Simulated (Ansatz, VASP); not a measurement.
**Sb: VASP beside Ansatz**

INCAR

```
SYSTEM = Sb
  ALGO = Normal
  EDIFF = 1E-6
  EDIFFG = -0.005
  ENCUT = 600
  GGA = PE
  IBRION = 2
  ISIF = 3
  ISMEAR = 0
  LASPH = .TRUE.
  LCHARG = .FALSE.
  LREAL = .FALSE.
  LWAVE = .FALSE.
  NELM = 100
  NSW = 100
  PREC = Accurate
  SIGMA = 0.1
```

Contents of KPOINTS:

```
k-points
0
G
  14 14 14
  0 0 0
```

The input POSCAR:

```
Sb
1.0
    3.0833436100      0.0000000000      0.0000000000
    0.0000000000      3.0833436100      0.0000000000
    0.0000000000      0.0000000000      3.0833436100
Sb
1
Direct
    0.0000000000      0.0000000000      0.0000000000
```

Input for Ansatz:

```yaml
crystal:
  lattice:
    - [3.08334361, 0.0, 0.0]
    - [0.0, 3.08334361, 0.0]
    - [0.0, 0.0, 3.08334361]
  atoms:
    - { symbol: Sb, position: [0.0, 0.0, 0.0] }
basis:
  ecutwfc: 420
kpoints:
  mp_grid: { grid: [14, 14, 14] }
hamiltonian:
  xc: pbe
scf:
  occupations: { method: gaussian, width: 0.1 }
output:
  forces: true
  stress: true
  eigenvalues: true
relax:
  adjacent_minimum: "off"
  f_tol: 0.005
  max_steps: 80
  cell: { stress_tol: 0.05 }
```

This isn't the form of Sb at room conditions, which is rhombohedral.

Alike in both runs: task relaxation of cell and atoms; functional PBE; k mesh 14 × 14 × 14; occupations gaussian, width 0.1 eV; no spin polarisation.

|  | VASP | Ansatz |
| --- | --- | --- |
| version | VASP 6.6.1 | Ansatz 0.2.0 |
| potentials or method | VASP PAW PBE potentials, release 64 (Sb) | scalar-relativistic, plane waves, PAW |
| plane-wave cutoff (eV) | 600 | 420 |
| valence electrons in the cell | 5 | 15 |

```csv
,VASP,Ansatz,Ansatz less VASP
"gap on the k mesh at the Fermi level, each at its own relaxed structure (eV)",none,none,-
relaxed volume (Å³/atom),30.08,30.11,+0.036
relaxed cell length with the largest relative difference (Å),3.110,3.111,+0.0012
energy change over the relaxation (meV/atom),-3,-4,-0.1
```

A gap of «none» marks a metal or a gap that the smearing closes. The two sets of potentials don't hold the same shells in valence.

Spin-orbit coupling is left out, which matters for the levels of Sb.
